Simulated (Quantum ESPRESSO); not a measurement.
# Sn under changes of volume

One of the cells (27.205 Å³/atom); the others are scaled copies at fixed shape and fractional positions:

```xyz
1
Lattice="-1.8947 1.8947 1.8947 1.8947 -1.8947 1.8947 1.8947 1.8947 -1.8947" Properties=species:S:1:pos:R:3 pbc="T T T"
Sn    0.0000    0.0000    0.0000
```

This isn't the form of Sn at room conditions, which is tetragonal (white tin).

| Item | Value |
| --- | --- |
| Program | Quantum ESPRESSO 7.5 |
| Functional | PBEsol |
| Potentials or basis | GBRV 1.5 PBEsol |
| Cutoff | 925 eV |
| Density cutoff | 7401 eV |
| k mesh | 10 × 10 × 10 |
| Occupations | fermi-dirac, width 0.05 eV |
| Spin | no spin polarisation |

```tsv
volume (Å³/atom)	energy over the lowest point (meV/atom)	pressure (GPa)
25.573	0.64	0.6
26.117	0.00	-0.5
26.661	3.00	-1.5
27.205	9.14	-2.4
27.749	18.08	-3.2
28.293	29.53	-3.9
28.837	?	?
```

Task: What does the run at 28.837 Å³/atom give?

Result: Energy over the lowest point 43.29 meV/atom; pressure -4.5 GPa.

Worked out: A Birch-Murnaghan fit of order 3 (a polynomial in V^(-2/3)) to the other rows has its minimum at 25.93 Å³/atom with B0 = V·E''(V) = 53 GPa and B' = 4.9. It gives 43.15 meV/atom at 28.837 Å³/atom, against the run's 43.29, and -dE/dV = -4.3 GPa, against -4.5.

Energies are extrapolated to zero smearing.
